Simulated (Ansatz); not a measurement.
# Strain response of Te$_{2}$Mo

Method: DFT LDA, scalar-relativistic, plane waves, PAW in Ansatz 0.2.0. (420 eV cutoff, 12×12×2 k-mesh, Gaussian smearing of 0.02 eV, no spin polarisation)

The relaxed crystal:

```yaml
crystal:
  lattice:
    - [3.46655, 0.00000, 0.00000]
    - [-1.73327, 3.00212, 0.00000]
    - [0.00000, 0.00000, 17.51981]
  atoms:
    - { symbol: Te, position: [0.33333, 0.66667, 0.89753] }
    - { symbol: Te, position: [0.33333, 0.66667, 0.10247] }
    - { symbol: Mo, position: [0.00000, 0.00000, 0.00000] }
```

Deformation: all cell vectors scaled alike, the atoms relaxed, all within the symmetry that the strain leaves. Energies are extrapolated to zero smearing. Gaps are Kohn–Sham gaps over the whole zone.

Spin-orbit coupling is left out, which matters for the bands and energies of heavy elements.

```
strain (%)  ΔE (meV/atom) a (Å) b (Å) c (Å) gap (eV)
      -4.5           56.7  3.311  3.311  16.731      0.72
      -3.0           24.3  3.363  3.363  16.994      0.97
      -1.5            5.9  3.415  3.415  17.257      1.18
      +0.0            0.0  3.467  3.467  17.520      1.24
      +1.5            5.4  3.519  3.519  17.783      1.11
      +3.0           21.2  3.571  3.571  18.045      0.99
      +4.5           46.4  3.623  3.623  18.308      0.88
```

**Question.** What stiffness (1/V) d²E/dε² at zero strain does a cubic fit over all points give?

**Answer.** A cubic fit gives (1/V) d²E/dε² = 134 GPa at zero strain (nine times the bulk modulus at fixed shape).

**Question.** How fast does the gap move with strain on either side?

**Answer.** 41 meV per percent on the compressed side and -89 meV per percent on the stretched side; it is indirect at -1.5 %, direct at zero and direct at +1.5 %.

This form isn't the usual stable structure of the compound.